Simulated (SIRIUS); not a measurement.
# HfB2 (P1) in SIRIUS: single point with PBE

Aim: the single point of HfB2 with PBE.

All numbers are computed with SIRIUS 7.10.0; they aren't measurements. Logs are shortened: lines on timing, memory, paths and dates and some standing lists are left out, and cuts for length are marked. The log counts tension as positive stress, the text compression.

## 1. The cell of the first run

The typed cell holds 3 atoms: a = 3.841 Å, b = 3.841 Å, c = 3.841 Å, α = 60.00°, β = 60.00°, γ = 60.00°.

The cell was built by a generator and needn't be a form met in nature.

## 2. Single point, PBE (atoms moved at random, drawn with an rms of 0.05 Å)

Input file sirius.json:

```json
{
  "control": {
    "processing_unit": "cpu",
    "verbosity": 2,
    "num_bands_to_print": 16,
    "print_forces": true,
    "print_stress": true
  },
  "parameters": {
    "electronic_structure_method": "pseudopotential",
    "xc_functionals": ["XC_GGA_X_PBE", "XC_GGA_C_PBE"],
    "gk_cutoff": 8.8,
    "pw_cutoff": 17.6,
    "ngridk": [9, 9, 9],
    "shiftk": [0, 0, 0],
    "smearing": "fermi_dirac",
    "smearing_width": 0.0018374661,
    "num_bands": 16,
    "num_mag_dims": 0,
    "num_dft_iter": 100,
    "energy_tol": 1e-08,
    "density_tol": 1e-06
  },
  "iterative_solver": {
    "type": "davidson",
    "min_tolerance": 1e-09,
    "tolerance_scale": [0.1, 0.25]
  },
  "mixer": {
    "type": "anderson",
    "beta": 0.7,
    "max_history": 8
  },
  "settings": {
    "tol_ne": 1e-10,
    "pseudo_grid_cutoff": 6.5
  },
  "unit_cell": {
    "lattice_vectors": [
      [0.0, 5.132647332574, 5.132647332574],
      [5.132647332574, 0.0, 5.132647332574],
      [5.132647332574, 5.132647332574, 0.0]
    ],
    "atom_coordinate_units": "lattice",
    "atom_types": ["Hf", "B"],
    "atom_files": {
      "B": "B.json",
      "Hf": "Hf.json"
    },
    "atoms": {
      "Hf": [
        [-0.000407, -0.003517, 0.0068]
      ],
      "B": [
        [0.247146, 0.253154, 0.251548],
        [0.751329, 0.760063, 0.750521]
      ]
    }
  }
}
```

Potentials or basis: PseudoDojo 0.4.1 PBE standard (scalar relativistic).

The run is started by

```bash
$ upf_to_json B.upf
$ upf_to_json Hf.upf
$ OMP_NUM_THREADS=1 sirius.scf --input=sirius.json --output=out.json --task=0
```

The program printed:

```text
[info] SIRIUS version : 7.10.0
[info] number of MPI ranks           : 1
[info] MPI grid                      : 1 1
[info] maximum number of OMP threads : 1
[fft] FFT context for density and potential
[fft] =====================================
[fft]   comm size                             : 1
[fft]   plane wave cutoff                     : 17.6
[fft]   grid size                             : 45 45 45   total : 91125
[fft]   grid limits                           : -22 22   -22 22   -22 22
[fft]   number of G-vectors within the cutoff : 12467
[fft]   local number of G-vectors             : 12467
[fft]   number of G-shells                    : 689
[fft] FFT context for coarse grid
[fft] =====================================
[fft]   comm size                             : 1
[fft]   plane wave cutoff                     : 17.6
[fft]   grid size                             : 45 45 45   total : 91125
[fft]   grid limits                           : -22 22   -22 22   -22 22
[fft]   number of G-vectors within the cutoff : 12467
[fft]   local number of G-vectors             : 12467
[fft]   number of G-shells                    : 689
[unit cell] lattice vectors
[unit cell]   a1 :       0.0000000000      5.1326473326      5.1326473326
[unit cell]   a2 :       5.1326473326      0.0000000000      5.1326473326
[unit cell]   a3 :       5.1326473326      5.1326473326      0.0000000000
[unit cell] reciprocal lattice vectors
[unit cell]   b1 :      -0.6120803652      0.6120803652      0.6120803652
[unit cell]   b2 :       0.6120803652     -0.6120803652      0.6120803652
[unit cell]   b3 :       0.6120803652      0.6120803652     -0.6120803652
[unit cell] unit cell volume :       270.42962727 [a.u.^3]
[unit cell] 1/sqrt(omega)    :         0.06080970
[unit cell] MT volume        :         0.00000000 ( 0.00%)
[unit cell] IT volume        :       270.42962727 (100.00%)
[unit cell] number of atom types : 2
[unit cell] type id : 0 symbol : Hf mt_radius :  16.550000 num_atoms : 1
[unit cell] type id : 1 symbol :  B mt_radius :  15.330000 num_atoms : 2
[unit cell] total number of atoms : 3
[unit cell] number of symmetry classes : 3
[unit cell] number of PAW atoms : 0
[unit cell] atom id  type id  class id             position                      vector_field
[unit cell] ------------------------------------------------------------------------------------------
[unit cell]      0        0        0     -0.00041  -0.00352   0.00680      0.00000   0.00000   0.00000
[unit cell]      1        1        1      0.24715   0.25315   0.25155      0.00000   0.00000   0.00000
[unit cell]      2        1        2      0.75133   0.76006   0.75052      0.00000   0.00000   0.00000
[unit cell] atom id         position (Cartesian, a.u.)
[unit cell] ---------------------------------------------
[unit cell]      0       0.016850    0.032813   -0.020141
[unit cell]      1       2.590457    2.559620    2.567863
[unit cell]      2       7.753295    7.708466    7.757442
[unit cell] class id : 0 atom id : 0
[unit cell] class id : 1 atom id : 1
[unit cell] class id : 2 atom id : 2
[unit cell] minimum bond length:     4.392042
[unit cell] total number of pseudo wave-functions: 18
[sym] space group number   : 1
[sym] international symbol : P1
[sym] Hall symbol          : P 1
[sym] space group transformation matrix :
[sym]  -1.0000 -1.0000 -1.0000
[sym]   1.0000  0.0000  0.0000
[sym]   0.0000  0.0000  1.0000
[sym] space group origin shift :
[sym]   0.0000  0.0000  0.0000
[sym] number of space group operations  : 1
[... 276 lines left out ...]
[find] | SCF iteration  10 out of 100|
[find] +------------------------------+
[diagonalize] iterative solver tolerance (occupied, empty): 2.60125e-09 2.60125e-09
[diagonalize] average number of iterations: 4.3589
[diagonalize] Lowest band energies
[diagonalize] ik:    0   -1.852611   -0.703058   -0.702706   -0.702557    0.014568    0.270969    0.272360    0.273316    0.369665    0.483471    0.483958    0.546650    0.548733    0.550408    0.773215    0.776411
[diagonalize] ik:    1   -1.852591   -0.703432   -0.703110   -0.702743    0.022249    0.253413    0.275909    0.277322    0.394675    0.463105    0.463896    0.539665    0.571206    0.571437    0.705530    0.758364
[diagonalize] ik:    2   -1.852540   -0.705230   -0.703438   -0.703038    0.043750    0.222003    0.288070    0.288470    0.436021    0.439284    0.440171    0.513053    0.585569    0.588891    0.644209    0.747120
[diagonalize] ik:    3   -1.852482   -0.707285   -0.703777   -0.703367    0.073730    0.195544    0.299496    0.300874    0.432264    0.434444    0.461015    0.465984    0.560402    0.564475    0.651122    0.768798
[diagonalize] ik:    4   -1.852444   -0.708613   -0.703996   -0.703580    0.099828    0.178044    0.304559    0.307357    0.424294    0.444340    0.449133    0.470163    0.523766    0.526510    0.706538    0.791653
[diagonalize] ...
[diagonalize] ik:  360   -1.852382   -0.708514   -0.705557   -0.705021    0.177326    0.179206    0.206668    0.338989    0.350509    0.437279    0.446985    0.509108    0.547599    0.609556    0.739543    0.745840
[diagonalize] ik:  361   -1.852388   -0.708278   -0.705523   -0.705037    0.160979    0.179043    0.230738    0.318174    0.356484    0.433700    0.453745    0.524187    0.549959    0.596989    0.727624    0.749351
[diagonalize] ik:  362   -1.852403   -0.707888   -0.705730   -0.704552    0.139060    0.180383    0.265085    0.305098    0.351420    0.423271    0.468481    0.539082    0.559783    0.568126    0.715153    0.747837
[diagonalize] ik:  363   -1.852419   -0.708236   -0.705199   -0.703953    0.122090    0.178131    0.282962    0.318629    0.355657    0.419719    0.473985    0.520557    0.534443    0.566517    0.715459    0.754433
[diagonalize] ik:  364   -1.852431   -0.708725   -0.704486   -0.703651    0.112470    0.175019    0.297189    0.313422    0.383776    0.433002    0.466744    0.490983    0.526219    0.539386    0.727609    0.761169
[find] Charges and magnetic moments
[find] --------------------------------------------------------------------------------
[find] total charge          : 18.000000
[find] Energy
[find] --------------------------------------------------------------------------------
[find] valence_eval_sum               :      -5.44036380
[find] <rho|V^{XC}>                   :     -11.87440616
[find] <rho|E^{XC}>                   :     -16.59208358
[find] <mag|B^{XC}>                   :       0.00000000
[find] <rho|V^{H}>                    :      18.59736147
[find] one-electron contribution      :     -12.16331911 (Ha),     -24.32663822 (Ry)
[find] hartree contribution           :       9.29868074
[find] xc contribution                :     -16.59208358
[find] ewald contribution             :     -42.75464856
[find] PAW contribution               :       0.00000000
[find] smearing (-TS)                 :      -0.00047014
[find] SCF correction                 :       0.00000526
[find] Total energy                   :     -62.21136526 (Ha),    -124.42273051 (Ry)
[find] Free energy (E-TS)             :     -62.21183540 (Ha),    -124.42367080 (Ry)
[find] band gap (eV)                  :       0.00000000
[find] Efermi                         :       0.40036462
[find] iteration : 10, RMS : 5.528151436198e-08, energy difference : -5.136115532878e-09
[find] Hartree energy of density residual : 1.120299109110e-13
[find] bands are converged : false
[find] iterative solver converged : true
[find] converged after 11 SCF iterations!
[find] Charges and magnetic moments
[find] --------------------------------------------------------------------------------
[find] total charge          : 18.000000
[find] Energy
[find] --------------------------------------------------------------------------------
[find] valence_eval_sum               :      -5.44036380
[find] <rho|V^{XC}>                   :     -11.87440616
[find] <rho|E^{XC}>                   :     -16.59208358
[find] <mag|B^{XC}>                   :       0.00000000
[find] <rho|V^{H}>                    :      18.59736147
[find] one-electron contribution      :     -12.16331911 (Ha),     -24.32663822 (Ry)
[find] hartree contribution           :       9.29868074
[find] xc contribution                :     -16.59208358
[find] ewald contribution             :     -42.75464856
[find] PAW contribution               :       0.00000000
[find] smearing (-TS)                 :      -0.00047014
[find] SCF correction                 :       0.00000526
[find] Total energy                   :     -62.21136526 (Ha),    -124.42273051 (Ry)
[find] Free energy (E-TS)             :     -62.21183540 (Ha),    -124.42367080 (Ry)
[find] band gap (eV)                  :       0.00000000
[find] Efermi                         :       0.40036462
[ground_state] === stress tensor components [kbar] ===
[ground_state] === stress_kin ===
[ground_state] -13135.453889   -5.560166   -1.976512
[ground_state]    -5.560166-13135.147548   -2.845787
[ground_state]    -1.976512   -2.845787-13135.378542
[ground_state] === stress_har ===
[ground_state] -3373.273631  -77.588098  -22.467472
[ground_state]   -77.588098-3372.716378  -40.609606
[ground_state]   -22.467472  -40.609606-3370.379241
[ground_state] === stress_ewald ===
[ground_state] 15501.399969 -211.511366  -62.476460
[ground_state]  -211.51136615502.952134 -110.066926
[ground_state]   -62.476460 -110.06692615509.967968
[ground_state] === stress_vloc ===
[ground_state]  2525.504009  281.042730   82.211436
[ground_state]   281.042730 2523.157757  146.474906
[ground_state]    82.211436  146.474906 2514.533460
[ground_state] === stress_xc ===
[ground_state] -4966.969107   -0.696270   -0.211503
[ground_state]    -0.696270-4966.959782   -0.355973
[ground_state]    -0.211503   -0.355973-4966.934995
[ground_state] === stress_core ===
[ground_state]  9032.179051    0.270258    0.078678
[ground_state]     0.270258 9032.169109    0.135681
[ground_state]     0.078678    0.135681 9032.174400
[ground_state] === stress_nonloc ===
[ground_state] -5591.510803   -0.548469   -0.190280
[ground_state]    -0.548469-5591.537677   -0.259318
[ground_state]    -0.190280   -0.259318-5591.499349
[ground_state] === stress_us_nl ===
[ground_state] -5591.510803   -0.548469   -0.190280
[ground_state]    -0.548469-5591.537677   -0.259318
[ground_state]    -0.190280   -0.259318-5591.499349
[ground_state] === stress_total ===
[ground_state]    -8.124402  -14.591381   -5.032112
[ground_state]   -14.591381   -8.082385   -7.527023
[ground_state]    -5.032112   -7.527023   -7.516298
[ground_state] ==== total Forces in Ha/bohr =====
[ground_state] atom:    0, force:       0.0034363     -0.0046129      0.0078991
[ground_state] atom:    1, force:      -0.0017455      0.0025955     -0.0037076
[ground_state] atom:    2, force:      -0.0016910      0.0020164     -0.0041921
[ground_state] ==== ultrasoft contribution from Qij =====
[ground_state] atom:    0, force:       0.0000000      0.0000000      0.0000000
[ground_state] atom:    1, force:       0.0000000      0.0000000      0.0000000
[ground_state] atom:    2, force:       0.0000000      0.0000000      0.0000000
[ground_state] ==== non-local contribution from Beta-projector =====
[ground_state] atom:    0, force:       0.0014509     -0.0019717      0.0033221
[ground_state] atom:    1, force:      -0.0061029      0.0054602     -0.0126677
[ground_state] atom:    2, force:      -0.0025160      0.0064465     -0.0068470
[ground_state] ==== contribution from local potential =====
[ground_state] atom:    0, force:      -0.0223896      0.0301268     -0.0515240
[ground_state] atom:    1, force:       0.0048618     -0.0270657      0.0129608
[ground_state] atom:    2, force:       0.0239995     -0.0120364      0.0531755
[ground_state] ==== contribution from core density =====
[ground_state] atom:    0, force:       0.0003468     -0.0004800      0.0007868
[ground_state] atom:    1, force:       0.0002087     -0.0002424      0.0004413
[ground_state] atom:    2, force:       0.0001406     -0.0002385      0.0003514
[ground_state] ==== Ewald forces from ions =====
[ground_state] atom:    0, force:       0.0240282     -0.0322881      0.0553140
[ground_state] atom:    1, force:      -0.0007132      0.0244433     -0.0044420
[ground_state] atom:    2, force:      -0.0233151      0.0078448     -0.0508720
[~DFT_ground_state] local op. applied: 158897
[~DFT_ground_state] evp. work count: 40845.8
[~DFT_ground_state] number of iterative solver steps: 15938
```

Run time: 8.1 min. Hardware: 1 thread of Arm Neoverse V1, shared host; peak memory 2.4 GiB.

Results:

* Free energy: -1692.8703 eV
* Pressure: 0.8 GPa
* Largest force: 0.502 eV/Å
* Band gap on the k mesh: none (metal or under the smearing width)

Forces on the atoms (eV/Å):
```
Hf   0.177 -0.237  0.406
B   -0.090  0.133 -0.191
B   -0.087  0.104 -0.216
```

Stress tensor (GPa, compression positive):
```
0.81 1.46 0.50
1.46 0.81 0.75
0.50 0.75 0.75
```

The run has no spin-orbit coupling, so splittings on Hf are missing.
